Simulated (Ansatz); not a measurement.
Here is an Ansatz 0.2.0 calculation.

input.yaml

```yaml
crystal:
  lattice:
    - [4.3662, 0.0, 0.0]
    - [-2.1831, 3.781240118, 0.0]
    - [0.0, 0.0, 4.9536]
  atoms:
    - { symbol: Se, position: [0.7746, 0.7746, 0.0] }
    - { symbol: Se, position: [0.0, 0.2254, 0.6666666667] }
    - { symbol: Se, position: [0.2254, 0.0, 0.3333333333] }
hamiltonian:
  xc: pbe
  pseudopotentials: { kind: paw }
kpoints:
  mp_grid: { grid: [7, 7, 6] }
scf:
  occupations: { method: fermi_dirac, width: 0.05 }
output:
  forces: true
  stress: true
  eigenvalues: true
  write_density: true
  write_potential: true
  elf: true
  volumetric_format: npy
```

Potentials or basis: Ansatz PAW.

Run with:

```bash
$ ansatz run input.yaml --threads 2 --pin off --max-ram 5120MiB --backend cpu --events-out ev --progress --plain --runs-dir out
```

Problem. What does it give for the largest force?

Solution. 0.401 eV/Å.

Problem. What does it give for the pressure?

Solution. 2.8 GPa.

Problem. Estimate the band gap on the k mesh.

Solution. 1.21 eV, indirect (least direct gap 1.48 eV).

Forces in eV/Å, atoms in the order of the input:
```
Se  -0.201 -0.347  0.000
Se  -0.201  0.347  0.000
Se   0.401  0.000  0.000
```

Caveat: odd divisions of the mesh miss points on the zone boundary, where band edges often lie, so the gap on the mesh can be too wide. A k mesh can miss the band edges.
